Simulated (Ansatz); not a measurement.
## Sr: strain energy, fitted

Sr, Im-3m, a = 4.670 Å. This isn't the element's structure at ambient conditions. Ansatz: PBEsol, PAW, 420 eV, Γ-centred 12×12×12 mesh on 2 atoms, Gaussian smearing 0.10 eV; no spin polarisation. Series: shear of c along a, cell held, atoms fixed by symmetry; x is the strain in per cent (engineering shear). y is the free energy over the unstrained cell, V0 = 50.921 Å³/atom. Symmetry makes y even in x.

```
x (%) y (meV/atom)
  0.0          0.00
  1.5          0.56
  3.0          2.22
  4.5          4.98
  6.0          8.81
  9.0             ?
```

Problem. Fit y = c2 x² + c4 x⁴ to the other rows, turn c2 into a modulus, and predict the missing energy.

Solution. Least squares on the rows shown. y = 0.24748 x² − 7.6578×10⁻⁵ x⁴. In eV per unit strain² c2 is 2.475; this is the shear stiffness (E = ½ C V0 γ²): 2 × 2.475 × 160.2 / (50.921) = 15.6 GPa. At x = 9.0 the fit asked for gives 19.54 meV/atom. The run gave 19.49 meV/atom, so the fit is 0.05 meV/atom too high, a small miss on the scale of the series. The form still works here, 50 % of the fitted range beyond its end.